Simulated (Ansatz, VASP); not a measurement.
One calculation of HfC, two programs

```xyz
2
Lattice="-2.0107 2.0107 1.7861 2.0107 -2.0107 1.7861 2.0107 2.0107 -1.7861" Properties=species:S:1:pos:R:3 pbc="T T T"
Hf    2.0107    0.0000    0.8930
C     0.0000    0.0000    0.0000
```

Alike in both runs: functional PBE; k mesh 14 × 14 × 14; occupations gaussian, width 0.01 eV; no spin polarisation.

Ansatz relaxed the structure, and its values are those at the end. VASP's run is a single point on that final structure, the one shown.

|  | VASP | Ansatz |
| --- | --- | --- |
| version | VASP 6.6.1 | Ansatz 0.2.0 |
| potentials or method | VASP PAW PBE potentials, release 64 (Hf_pv, C) | scalar-relativistic, plane waves, PAW |
| plane-wave cutoff (eV) | 520 | 420 |
| valence electrons in the cell | 14 | 30 |

Ansatz gave:

```
gap on the k mesh at the Fermi level (eV) : 0.05
least direct gap on the mesh (eV)         : 0.05
pressure (GPa)                            : 0.0
```

Problem. Estimate VASP's values.

Solution. gap on the k mesh at the Fermi level (eV): 0.06; least direct gap on the mesh (eV): 0.06; pressure (GPa): -0.7.

The two sets of potentials don't hold the same shells in valence.

Caveats: spin-orbit coupling is left out, which moves the levels of the heavy elements.
